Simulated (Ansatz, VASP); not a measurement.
**One calculation of Al, two programs**

File INCAR:

```
SYSTEM = Al
PREC     = Accurate       ! precision mode
ENCUT    = 520            ! plane-wave cutoff, eV
EDIFF    = 1E-6           ! SCF threshold, eV
ISMEAR   = -1             ! smearing method
SIGMA    = 0.1            ! smearing width, eV
LREAL    = .False.        ! projectors in reciprocal space
LASPH    = .True.         ! aspherical terms in the spheres
NELM     = 100            ! most SCF steps
ALGO     = Normal         ! electronic algorithm
ISIF     = 2              ! what is computed and relaxed
LWAVE    = .False.        ! write WAVECAR
LCHARG   = .False.        ! write CHGCAR
GGA      = PE             ! functional
NBANDS   = 8              ! bands
```

File KPOINTS:

```
regular mesh
0
Gamma
  18 18 18
  0 0 0
```

The input POSCAR:

```
Al
1.0
   -1.6178603041      1.6178603041      1.6178603041
    1.6178603041     -1.6178603041      1.6178603041
    1.6178603041      1.6178603041     -1.6178603041
Al
1
Direct
    0.0000000000      0.0000000000      0.0000000000
```

Input for Ansatz:

```yaml
crystal:
  lattice:
    - [-1.6178603041, 1.6178603041, 1.6178603041]
    - [1.6178603041, -1.6178603041, 1.6178603041]
    - [1.6178603041, 1.6178603041, -1.6178603041]
  atoms:
    - { symbol: Al, position: [0.0, 0.0, 0.0] }
kpoints:
  mp_grid: { grid: [18, 18, 18] }
  band_path:
    path:
      - [0.0, 0.0, 0.0]
      - [0.5, -0.5, 0.5]
      - [0.0, 0.0, 0.5]
      - [0.0, 0.0, 0.0]
      - [0.25, 0.25, 0.25]
      - [0.5, -0.5, 0.5]
      - [0.25, 0.25, 0.25]
      - [0.0, 0.0, 0.5]
    npoints: 14
scf:
  occupations: { method: fermi_dirac, width: 0.1 }
hamiltonian:
  xc: pbe
  pseudopotentials: { kind: all_electron, lapw: { basis_error: 0.001 } }
output:
  forces: true
  stress: true
  eigenvalues: true
  populations: true
  dos: { projected: true, de: 0.2, e_range: [-14, 8] }
```

This isn't the form of Al at room conditions, which is fcc.

Alike in both runs: task single point; functional PBE; k mesh 18 × 18 × 18; occupations fermi-dirac, width 0.1 eV; no spin polarisation.

```csv
,VASP,Ansatz
version,VASP 6.6.1,Ansatz 0.2.0
potentials or method,"VASP PAW PBE potentials, release 64 (Al)","all-electron LAPW, scalar-relativistic"
plane-wave cutoff (eV),520,see its input
```

```csv
,VASP,Ansatz,Ansatz less VASP
pressure (GPa),0.0,0.0,+0.03
```

Ansatz ran all-electron here, so the differences hold the error of VASP's frozen core and of both bases.
